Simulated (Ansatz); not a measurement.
# BP: the cost of one run

Method: DFT PBE, scalar-relativistic, plane waves, PAW, in Ansatz 0.2.0.

2 further runs of the same task are left out: 1 that didn't finish, 1 set aside as unsound or not needed.

### Step 1. Starting point

The structure is cubic, space group F-43m (No. 216). Conventional cell: a = 4.548 Å, b = 4.548 Å, c = 4.548 Å, α = 90.00°, β = 90.00°, γ = 90.00°. Around B (site symmetry -43m) lie 4 P at 1.97 Å. Around P (site symmetry -43m) lie 4 B at 1.97 Å.

Coordinates:

```
B P
1.0
     0.00000    2.27415    2.27415
     2.27415    0.00000    2.27415
     2.27415    2.27415    0.00000
B P
1 1
Direct
  0.00000 0.00000 0.00000
  0.25000 0.25000 0.25000
```

It is the result of an earlier relaxation at this level (volume 11.76 Å³/atom; gap on the mesh: 1.25 eV).

### Step 2. Bands, states and charges

Input file input.yaml:

```yaml
crystal:
  lattice:
    - [0.0, 2.2741519229, 2.2741519229]
    - [2.2741519229, 0.0, 2.2741519229]
    - [2.2741519229, 2.2741519229, 0.0]
  atoms:
    - { symbol: B, position: [0.0, 0.0, 0.0] }
    - { symbol: P, position: [0.25, 0.25, 0.25] }
basis:
  ecutwfc: 420
kpoints:
  mp_grid: { grid: [10, 10, 10] }
  band_path:
    path:
      - [[0.0, 0.0, 0.0], [-0.5, -0.5, 0.0], [-0.375, -0.375, 0.25]]
      - [[-0.375, 0.0, 0.375], [0.0, 0.0, 0.0], [0.0, 0.0, 0.5], [-0.5, -0.25, 0.25], [-0.5, -0.5, 0.0]]
    npoints: 14
hamiltonian:
  xc: pbe
scf:
  occupations: { method: gaussian, width: 0.02 }
  n_extra_bands: 6
output:
  forces: true
  stress: true
  eigenvalues: true
  populations: true
  dos: { projected: true, de: 0.02, nscf_kmesh: { grid: [15, 15, 15] } }
  bader: true
  write_density: true
  write_potential: true
  elf: true
  volumetric_format: npy
```

Command:

```console
> ansatz run input.yaml --threads 1 --pin off --max-ram 2560MiB --backend cpu --events-out ev --progress --plain --runs-dir out
```

Q: Estimate wall time and peak memory on 1 thread of Arm Neoverse V1, shared host.

About 23 s, with a peak of 0.27 GiB.
